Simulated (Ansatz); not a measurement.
Runs of Ansatz 0.2.0 on Cd. The structure is hexagonal, space group P6_3/mmc (No. 194). The conventional cell has a = 2.979 Å, b = 2.979 Å, c = 5.618 Å, α = 90.00°, β = 90.00°, γ = 120.00°. Cd (site symmetry -6m2) has 12 Cd at 2.98 to 3.29 Å as nearest neighbours. 

| task | level | spin | k mesh | cutoff (eV) | q mesh | points for each segment of the path | gap on the mesh (eV) | V0 of scaled cells (Å³/atom) | B0 (GPa) |
| --- | --- | --- | --- | --- | --- | --- | --- | --- | --- |
| phonons | PBEsol | off | 10 × 10 × 4 | 420 | 2 × 2 × 2 | 8 | none | - | - |
| equation of state | r2SCAN | off | 10 × 10 × 5 | 500 | - | - | - | 21.78 | 58 |
| band structure | PBEsol | SOC, no magnetisation | 10 × 10 × 5 | 420 | - | 14 | none | - | - |
| equation of state | PBE | off | 10 × 10 × 5 | 420 | - | - | - | (a) | 46 |

Alike in all rows: potentials or basis Ansatz PAW; cell as given; smearing fermi-dirac 0.05 eV.

Task: Estimate the missing entries.

Result: (a) 22.76.

Caveats: the PAW data sets come from PBE, with cores solved anew for the run's functional, which leaves a small shift of forces and pressure (some runs); the cell was scaled at fixed shape and fractional positions, which overstates the stiffness of a crystal with free parameters, most of all of layers and chains (some runs); the PAW data sets were made with another functional, which shifts forces and pressure a little (some runs).

A k mesh can miss the band edges, and rows without SOC leave out spin-orbit coupling on Cd.

A gap of «none» marks a metal or a gap under the smearing width.
